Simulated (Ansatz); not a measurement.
A single-point run of Ansatz (plane waves, PAW) on zincblende GaP, with the lines that name the functional removed. The cell was relaxed with r2SCAN and then strained (epitaxial +1.0 % in the xy plane, free normal strain -0.83 %), with the atoms relaxed again with r2SCAN; k points keep the names of the unstrained zone.

```
Ga P
1.0
     0.00000    2.75265    2.70265
     2.75265    0.00000    2.70265
     2.75265    2.75265    0.00000
Ga P
1 1
Cartesian
  0.0000 0.0000 0.0000
  1.3763 1.3763 1.3513
```

```
Pseudopotential: Ga, paw, valence charge 13, recommended cutoff 500 eV
Pseudopotential: P, paw, valence charge 5, recommended cutoff 500 eV
Crystal: 2 atoms, lattice volume = 40.956 Å³
Basis set: ecut = 500 eV, 1017 PW (Γ)
Bands: 13, of which v1, the nominal top of the filled ones, is band 9 counted from 1 (8 counted from 0)
Symmetry: 8 space group operations
Space group: I-4m2 (ITA 119)
k-points: 59 of 512 (time reversal used)
preconditioner: auto → none  [insulator: Δε(μ)=1.660 eV  ℏωp=24.6 eV]
SCF 1 converged in 6 iterations: F = -4550.479190 eV  dr2 = 3.64e-8
SCF converged after 6 iterations
Free energy (F): -4550.479190 eV
Fermi energy:    6.822336 eV
--- Per-component energies (eV) ---
  E_band       = -69.776066
  E_kinetic    = 185.099499
  E_local      = -2210.401684
  E_nonlocal   = 460.460005
  E_hartree    = 1023.402658
  E_xc         = -120.787073
  E_vxc        = -124.551124
  E_paw        = -2579.919831
  E_vpaw       = -433.198191
  E_vtau       = 6.005145
  E_ewald      = -1307.588804
  E_core_change = -0.743912
--- Stress (GPa, compression-positive) ---
       -1.448945       0.000000       0.000000
        0.000000      -1.448945       0.000000
        0.000000       0.000000       0.000523
  P = ⅓ Tr σ = -0.9658 GPa (-9.658 kbar)
--- Band table (eV; the first three rows and the last of 59) ---
  k-point 0: bands = […, -8.1114, -8.1081, -6.1824, 6.7174, 6.7174, 6.8223, 9.0118, 10.9008, 10.9459, 10.9459]
  k-point 1: bands = […, -8.1116, -8.1079, -5.9722, 5.1310, 6.4748, 6.5619, 9.5761, 11.2714, 11.3015, 11.5897]
  k-point 2: bands = […, -8.1108, -8.1061, -5.3793, 2.8132, 6.0132, 6.1312, 9.2500, 11.7920, 11.8401, 13.5780]
  k-point 58: bands = […, -8.1494, -8.0843, -3.0855, -0.0653, 3.9051, 3.9051, 8.5975, 8.7316, 17.9649, 17.9649]
```

The file bands.tsv (bands near the Fermi energy, numbered from 0, rounded):
```tsv
# k_distance	band_4	band_5	band_6	band_7	band_8	band_9	band_10	band_11	band_12
# fermi_ev = 6.822336
# [0, 0, 0] at k_distance = 0.000000
# [-0.5, -0.5, 0] at k_distance = 1.162412
# [-0.375, -0.375, 0.25] at k_distance = 1.565922
# [-0.375, 0, 0.375] at k_distance = 2.266992
# [0, 0, 0.5] at k_distance = 2.968062
# [-0.5, -0.25, 0.25] at k_distance = 3.782580
# [0.421875, 0.421875, 0] at k_distance = 6.000447
# levels_relative_to = fermi_ev
0.000	-14.930	-13.005	-0.105	-0.105	0.000	2.190	4.079	4.124	4.124
1.162	-14.907	-9.908	-6.888	-2.917	-2.917	1.775	1.909	11.143	11.143
1.566	-14.916	-9.975	-6.701	-4.082	-2.477	2.301	4.944	8.637	8.733
2.267	-14.921	-10.016	-6.783	-4.088	-2.345	2.466	5.161	8.569	8.733
2.968	-14.922	-10.883	-6.849	-1.300	-1.146	1.927	4.900	5.050	8.738
3.783	-14.921	-9.863	-6.743	-3.724	-3.552	4.898	5.096	6.391	6.406
6.000	-14.908	-10.295	-6.383	-2.809	-2.809	1.681	2.297	10.239	10.239
```
In order the rows are Γ, X, U, K, L, W, Γ–X (0.84).

Task: Which functional gave these numbers?
A. LC-ωPBE
B. LDA
C. r2SCAN
D. PBE

Result: C. r2SCAN. The term E_vtau belongs to a meta-GGA, which reads the kinetic-energy density. There is no exchange loop, so no exact exchange. r2SCAN gives an indirect gap of 1.68 eV, from Γ to Γ–X (0.84 of the way from Γ); the least direct gap is 2.19 eV at Γ. Within one family of functionals the choice rests on the size of the gap and stress, not on a line of the log.

Run as `ansatz run input.yaml --threads 2 --pin off --max-ram 20275MiB --backend cpu --events-out ev --progress --plain --runs-dir out`. Wall time 3.3 s on 2 threads of AMD EPYC 7R13 Processor (Zen 3), with other jobs on the host, load about 1.9 per core; peak host memory 0.5 GiB.

The values are computed, spin-unpolarised, and not measurements.
